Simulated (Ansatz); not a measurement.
# SnO$_{2}$: energy along a strain

SnO$_{2}$, P6_3/mmc, a = 3.212 Å, c = 10.343 Å. This isn't the usual stable structure of the compound. Ansatz: PBE+D3(BJ), PAW, 420 eV, Γ-centred 12×12×4 mesh on 6 atoms, Gaussian smearing 0.05 eV; no spin polarisation. Cell vectors (Å): 3.212 0.000 0.000; -1.606 2.781 0.000; 0.000 0.000 10.343. The cell is strained by x per cent times the pattern (0 0 1 0 0 0) in the order xx yy zz yz xz xy (engineering shears), with fractional coordinates held. y is the free energy over the start, V0 = 15.398 Å³/atom. Points with a strain past 8.5 % were computed too (5) and aren't used here.

```
x (%) y (meV/atom)
-7.50         31.82
-3.75          7.59
 0.00          0.00
 3.75             ?
 7.50         27.85
```

Problem. Fit y = c2 x² + c3 x³ to the other rows, get the stiffness along the pattern, and predict the missing energy.

Solution. Least squares on the rows shown. y = 0.53015 x² − 0.0046885 x³. The clamped-ion stiffness p·C·p = 2 × 5.301 eV × 160.2 / 15.398 Å³ = 110 GPa, which is C33 in these axes. At x = 3.75 the fit asked for gives 7.21 meV/atom. The run gave 7.23 meV/atom, so the fit is 0.02 meV/atom too low, within the rms miss on the fitted rows (0.07 meV/atom).

Cost: 10 runs of about 1.4 core-minutes in all, on Arm Neoverse V1 (shared hosts).